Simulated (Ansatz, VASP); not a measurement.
**KTaO3 in VASP and in Ansatz**

POSCAR

```
KTaO3
1.0
    3.9103284809      0.0000000000      0.0000000000
    0.0000000000      3.9103284809      0.0000000000
    0.0000000000      0.0000000000      3.9103284809
K Ta O
1 1 3
Direct
    0.0000000000      0.0000000000      0.0000000000
    0.5000000000      0.5000000000      0.5000000000
    0.5000000000      0.5000000000      0.0000000000
    0.5000000000      0.0000000000      0.5000000000
    0.0000000000      0.5000000000      0.5000000000
```

The input INCAR.step1:

```
ALGO = Normal
EDIFF = 1E-4
ENCUT = 520
GGA = PE
ISMEAR = 0
LASPH = T
LCHARG = F
LREAL = F
LWAVE = T
NBANDS = 27
NELM = 80
PREC = Accurate
SIGMA = 0.01
```

INCAR.step2

```
ALGO = Normal
EDIFF = 1E-7
ENCUT = 520
ISIF = 2
ISMEAR = 0
ISTART = 1
LASPH = T
LCHARG = F
LMIXTAU = T
LREAL = F
LWAVE = F
METAGGA = R2SCAN
NBANDS = 27
NELM = 80
PREC = Accurate
SIGMA = 0.01
```

The input KPOINTS:

```
k-points
0
Gamma
  6 6 6
```

Input for Ansatz:

```yaml
crystal:
  lattice:
    - [3.9103284809, 0.0, 0.0]
    - [0.0, 3.9103284809, 0.0]
    - [0.0, 0.0, 3.9103284809]
  atoms:
    - { symbol: K, position: [0.0, 0.0, 0.0] }
    - { symbol: Ta, position: [0.5, 0.5, 0.5] }
    - { symbol: O, position: [0.5, 0.5, 0.0] }
    - { symbol: O, position: [0.5, 0.0, 0.5] }
    - { symbol: O, position: [0.0, 0.5, 0.5] }
kpoints:
  mp_grid: { grid: [6, 6, 6] }
  band_path:
    path: [[0.0, 0.0, 0.0], [0.0, 0.5, 0.0], [0.5, 0.5, 0.0], [0.5, 0.5, 0.5]]
    npoints: 1
hamiltonian:
  xc: r2scan
scf:
  occupations: { method: fixed }
  n_extra_bands: 5
output:
  forces: true
  stress: true
  eigenvalues: true
  write_density: true
  write_potential: true
  elf: true
  volumetric_format: npy
```

Change from the starting cell: hydrostatic strain -2.0%.

Alike in both runs: task single point; functional r2SCAN; k mesh 6 × 6 × 6; no spin polarisation.

```csv
,VASP,Ansatz
version,VASP 6.6.1,Ansatz 0.2.0
potentials or method,"VASP PAW PBE potentials, release 64 (K_sv, Ta_pv, O)","plane waves, PAW"
plane-wave cutoff (eV),520,500
occupations,"gaussian, width 0.01 eV",fixed
valence electrons in the cell,38,40
```

|  | VASP | Ansatz | Ansatz less VASP |
| --- | --- | --- | --- |
| gap on the k mesh at the Fermi level (eV) | 2.74 | 2.78 | +0.035 |
| pressure (GPa) | 15.8 | 14.5 | -1.27 |

The two sets of potentials don't hold the same shells in valence.

Caveats: so large a pressure means that the cell lies far from this level's equilibrium, or that cutoff or potentials fall short (VASP); the potentials were made for another functional, which shifts forces and pressure (VASP); spin-orbit coupling is left out, which moves the levels of the heavy elements. A k mesh can miss the band edges.
